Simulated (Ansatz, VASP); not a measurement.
# Two plane-wave programs on MoS2

File INCAR:

```
SYSTEM = MoS2
PREC = Accurate
ENCUT = 520
EDIFF = 1E-6
ISMEAR = -1
SIGMA = 0.05
LREAL = .False.
LASPH = .True.
NELM = 80
ALGO = Normal
ISIF = 2
LWAVE = .False.
LCHARG = .False.
LMAXMIX = 4
GGA = PE
NBANDS = 35
```

KPOINTS

```
Automatic mesh
0
Gamma
  10 10 3
  0 0 0
```

Contents of POSCAR:

```
MoS2
1.0
    3.1690000000      0.0000000000      0.0000000000
   -1.5845000000      2.7444345046      0.0000000000
    0.0000000000      0.0000000000     12.3240000000
Mo S
2 4
Direct
    0.6666666667      0.3333333333      0.7500000000
    0.3333333333      0.6666666667      0.2500000000
    0.6666666667      0.3333333333      0.3770000000
    0.3333333333      0.6666666667      0.8770000000
    0.6666666667      0.3333333333      0.1230000000
    0.3333333333      0.6666666667      0.6230000000
```

KPOINTS_OPT

```
path GMKGALHA,LM,KH
10
line-mode
reciprocal
 0.0000000000  0.0000000000  0.0000000000  G
 0.5000000000  0.0000000000  0.0000000000  M

 0.5000000000  0.0000000000  0.0000000000  M
 0.3333333333  0.3333333333  0.0000000000  K

 0.3333333333  0.3333333333  0.0000000000  K
 0.0000000000  0.0000000000  0.0000000000  G

 0.0000000000  0.0000000000  0.0000000000  G
 0.0000000000  0.0000000000  0.5000000000  A

 0.0000000000  0.0000000000  0.5000000000  A
 0.5000000000  0.0000000000  0.5000000000  L

 0.5000000000  0.0000000000  0.5000000000  L
 0.3333333333  0.3333333333  0.5000000000  H

 0.3333333333  0.3333333333  0.5000000000  H
 0.0000000000  0.0000000000  0.5000000000  A

 0.5000000000  0.0000000000  0.5000000000  L
 0.5000000000  0.0000000000  0.0000000000  M

 0.3333333333  0.3333333333  0.0000000000  K
 0.3333333333  0.3333333333  0.5000000000  H
```

The input input.yaml:

```yaml
crystal:
  lattice:
    - [3.169, 0.0, 0.0]
    - [-1.5845, 2.7444345046, 0.0]
    - [0.0, 0.0, 12.324]
  atoms:
    - { symbol: Mo, position: [0.6666666667, 0.3333333333, 0.75] }
    - { symbol: Mo, position: [0.3333333333, 0.6666666667, 0.25] }
    - { symbol: S, position: [0.6666666667, 0.3333333333, 0.377] }
    - { symbol: S, position: [0.3333333333, 0.6666666667, 0.877] }
    - { symbol: S, position: [0.6666666667, 0.3333333333, 0.123] }
    - { symbol: S, position: [0.3333333333, 0.6666666667, 0.623] }
hamiltonian:
  xc: pbe
  pseudopotentials: { kind: paw }
kpoints:
  mp_grid: { grid: [10, 10, 3] }
  band_path:
    path:
      - [[0.0, 0.0, 0.0], [0.5, 0.0, 0.0], [0.3333333333, 0.3333333333, 0.0], [0.0, 0.0, 0.0], [0.0, 0.0, 0.5], [0.5, 0.0, 0.5], [0.3333333333, 0.3333333333, 0.5], [0.0, 0.0, 0.5]]
      - [[0.5, 0.0, 0.5], [0.5, 0.0, 0.0]]
      - [[0.3333333333, 0.3333333333, 0.0], [0.3333333333, 0.3333333333, 0.5]]
    npoints: 14
scf:
  occupations: { method: fermi_dirac, width: 0.05 }
  n_extra_bands: 15
output:
  forces: true
  stress: true
  eigenvalues: true
  fatbands: false
```

Alike in both runs: task band structure; functional PBE; k mesh 10 × 10 × 3; occupations fermi-dirac, width 0.05 eV; no spin polarisation.

|  | VASP | Ansatz |
| --- | --- | --- |
| version | VASP 6.6.1 | Ansatz 0.2.0 |
| potentials or method | VASP PAW PBE potentials, release 64 (Mo_sv, S) | Ansatz PAW |
| plane-wave cutoff (eV) | 520 | 420 |
| valence electrons in the cell | 52 | 52 |

|  | VASP | Ansatz | Ansatz less VASP |
| --- | --- | --- | --- |
| gap on the k mesh at the Fermi level (eV) | 0.94 | 0.93 | -0.016 |
| least direct gap on the mesh (eV) | 1.87 | 1.87 | -0.004 |
| gap along the band path (eV) | 0.89 | 0.88 | -0.010 |
| pressure (GPa) | 1.8 | 2.0 | +0.14 |
| largest component of the traceless stress (GPa) | 0.24 | 0.27 | +0.038 |
| rms of the force components (eV/Å) | 0.037 | 0.031 | -0.0059 |

Atom by atom the forces differ by 0.006 eV/Å (rms over components).

Caveats: this functional lacks dispersion, which binds the layers, so the pressure and a relaxed spacing across them are unreliable. A hybrid or GW would open this gap; PBE tends to underestimate it.
